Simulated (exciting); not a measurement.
Crystal: MgS (Niningerite).

```
S Mg
1.0
     0.00000    2.60165    2.60165
     2.60165    0.00000    2.60165
     2.60165    2.60165    0.00000
S Mg
1 1
Direct
  0.50000 0.50000 0.50000
  0.00000 0.00000 0.00000
```

Base run:

| Quantity | Value |
| --- | --- |
| Program | exciting (release sodium) |
| Functional | PBE |
| Potentials or basis | all-electron LAPW+lo, shipped species files, valence relativity iora* |
| rgkmax | 7.5 |
| k mesh | 9 × 9 × 9 |
| Occupations | fermi-dirac, width 0.05 eV |
| Spin | no spin polarisation |

Its results: band gap on the k mesh 2.91 eV, indirect (least direct gap 3.72 eV).

The run is repeated on the same cell with these changes: functional from PBE to revPBE. What comes out?

Band gap on the k mesh 3.04 eV, indirect (least direct gap 3.85 eV).

Caveats: an odd mesh through Γ misses points on the zone boundary, where band edges often lie (some runs); the mesh misses the band edges, which the band path finds closer together (some runs).

Not every run made on this cell is shown here.
